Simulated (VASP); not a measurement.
Set up this calculation in VASP 6.6.1, as the native input.

- Task: band structure
- Functional: PBE
- Potentials or basis: VASP PAW PBE potentials, release 64 (Sn_d)
- Cutoff: 520 eV
- k mesh: 8 × 8 × 8
- Occupations: gaussian, width 0.02 eV
- Spin: no spin polarisation
- Further INCAR settings: ALGO = Normal; EDIFF = 1e-07; NBANDS = 21

The system is Sn.

```xyz
2
Lattice="0.0000 3.2333 3.2333 3.2333 0.0000 3.2333 3.2333 3.2333 0.0000" Properties=species:S:1:pos:R:3 pbc="T T T"
Sn    0.0000    0.0000    0.0000
Sn    1.6167    1.6167    1.6167
```

This isn't the form of Sn at room conditions, which is tetragonal (white tin).

The input as run:

POSCAR

```
Sn
1.0
    0.0000000000      3.2333428000      3.2333428000
    3.2333428000      0.0000000000      3.2333428000
    3.2333428000      3.2333428000      0.0000000000
Sn
2
Direct
    0.0000000000      0.0000000000      0.0000000000
    0.2500000000      0.2500000000      0.2500000000
```

INCAR.step1

```
SYSTEM = Sn
ALGO = Normal
EDIFF = 1E-7
ENCUT = 520
GGA = PE
ISIF = 2
ISMEAR = 0
LASPH = .True.
LCHARG = .True.
LREAL = .False.
LWAVE = .False.
NBANDS = 21
NELM = 60
PREC = Accurate
SIGMA = 0.02
```

KPOINTS.step1

```
k-points
0
Gamma
  8 8 8
  0 0 0
```

INCAR.step2

```
SYSTEM = Sn
ALGO = Normal
EDIFF = 1E-7
ENCUT = 520
GGA = PE
ICHARG = 11
ISIF = 2
ISMEAR = 0
LASPH = .True.
LCHARG = .False.
LREAL = .False.
LWAVE = .False.
NBANDS = 21
NELM = 60
PREC = Accurate
SIGMA = 0.05
```

KPOINTS.step2

```
path GXWKGLUWLK,UX
10
line-mode
reciprocal
 0.0000000000  0.0000000000  0.0000000000  G
 0.5000000000  0.0000000000  0.5000000000  X

 0.5000000000  0.0000000000  0.5000000000  X
 0.5000000000  0.2500000000  0.7500000000  W

 0.5000000000  0.2500000000  0.7500000000  W
 0.3750000000  0.3750000000  0.7500000000  K

 0.3750000000  0.3750000000  0.7500000000  K
 0.0000000000  0.0000000000  0.0000000000  G

 0.0000000000  0.0000000000  0.0000000000  G
 0.5000000000  0.5000000000  0.5000000000  L

 0.5000000000  0.5000000000  0.5000000000  L
 0.6250000000  0.2500000000  0.6250000000  U

 0.6250000000  0.2500000000  0.6250000000  U
 0.5000000000  0.2500000000  0.7500000000  W

 0.5000000000  0.2500000000  0.7500000000  W
 0.5000000000  0.5000000000  0.5000000000  L

 0.5000000000  0.5000000000  0.5000000000  L
 0.3750000000  0.3750000000  0.7500000000  K

 0.6250000000  0.2500000000  0.6250000000  U
 0.5000000000  0.0000000000  0.5000000000  X
```

Potentials or basis: VASP PAW PBE potentials, release 64 (Sn_d).

Launch:

```sh
$ cat potpaw_PBE.64/Sn_d/POTCAR > POTCAR
$ cp INCAR.step1 INCAR
$ cp KPOINTS.step1 KPOINTS
$ mpirun -np 1 vasp_std > vasp.out
$ cp INCAR.step2 INCAR
$ cp KPOINTS.step2 KPOINTS
$ mpirun -np 1 vasp_std > vasp.out
```

Results of the run:

```yaml
Band_gap_along_the_path: none (metal or under the smearing width)
```

Caveat: the log is that of the step along the path at fixed density, whose energy, stress, charges and moments have no meaning; spin-orbit coupling is left out, which moves the levels of the heavy elements.

It took 100 s on 1 thread of Intel(R) Xeon(R) Platinum 8259CL CPU @ 2.50GHz (Skylake/Cascade Lake), on a shared host, peak memory 0.26 GiB.
